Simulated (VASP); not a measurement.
## Lu: relaxation of cell and atoms with LDA

Crystal: Lu.

```
CELL_PARAMETERS angstrom
3.50310 0.00000 0.00000
-1.75155 3.03377 0.00000
0.00000 0.00000 5.55090
ATOMIC_POSITIONS crystal
Lu 0.33333 0.66667 0.25000
Lu 0.66667 0.33333 0.75000
```

- Program: VASP 6.6.1
- Task: relaxation of cell and atoms
- Functional: LDA
- Potentials or basis: VASP PAW PBE potentials, release 64 (Lu)
- Cutoff: 600 eV
- k mesh: 12 × 12 × 7
- Occupations: methfessel-paxton, width 0.1 eV
- Spin: no spin polarisation
- Further INCAR settings: ALGO = Normal; EDIFF = 1e-06; IBRION = 2; EDIFFG = -0.01; NSW = 90; ISIF = 3

```yaml
Relaxed_volume: 26.28 Å³/atom
Relaxed_cell: a = 3.393 Å, b = 3.393 Å, c = 5.271 Å, α = 90.00°, β = 90.00°, γ = 120.00°
Space_group_after_relaxing_to_0.05_Å: P6_3/mmc (No. 194)
Energy_gained_by_relaxing: 61.7 meV/atom
Ionic_steps: 6
Pressure_after_relaxing: 0.0 GPa
Band_gap_on_the_k_mesh: none (metal or under the smearing width)
```

Step by step:
```tsv
step	energy change (eV)	largest force (eV/Å)	pressure (GPa)	volume (Å³)
1	0.0000	0.0000	-5.38	58.99
2	-0.1158	0.0000	1.79	50.93
3	-0.1230	0.0000	0.12	52.40
4	-0.1229	0.0000	-0.15	52.52
5	-0.1234	0.0000	-0.04	52.54
6	-0.1235	0.0000	-0.03	52.56
```

Final structure:
```
CELL_PARAMETERS angstrom
3.39322 0.00000 0.00000
-1.69661 2.93861 0.00000
0.00000 0.00000 5.27126
ATOMIC_POSITIONS crystal
Lu 0.33333 0.66667 0.25000
Lu 0.66667 0.33333 0.75000
```

Levels at points of the mesh, in eV from the Fermi level:
| k point | band 21 | band 22 | band 23 | band 24 | band 25 | band 26 | band 27 | band 28 | band 29 | band 30 |
| --- | --- | --- | --- | --- | --- | --- | --- | --- | --- | --- |
| (0.00, 0.00, 0.00) | -4.77 | -4.75 | -4.74 | -2.59 | 1.21 | 2.15 | 2.15 | 2.69 | 2.99 | 2.99 |
| (0.50, 0.00, 0.00) | -4.77 | -4.75 | -2.41 | -1.59 | -1.03 | -0.17 | 1.77 | 1.81 | 2.60 | 6.57 |

Run time: 5.3 min on 1 thread of Intel(R) Xeon(R) 6975P-C (Granite Rapids), with other jobs on the host, peak memory 0.27 GiB.

Caveat: the PAW data sets were made with another functional, which shifts forces and pressure a little; the volume moved by -11 % from the deposited cell, more than functionals usually miss. LDA usually gives volumes a few per cent too small.
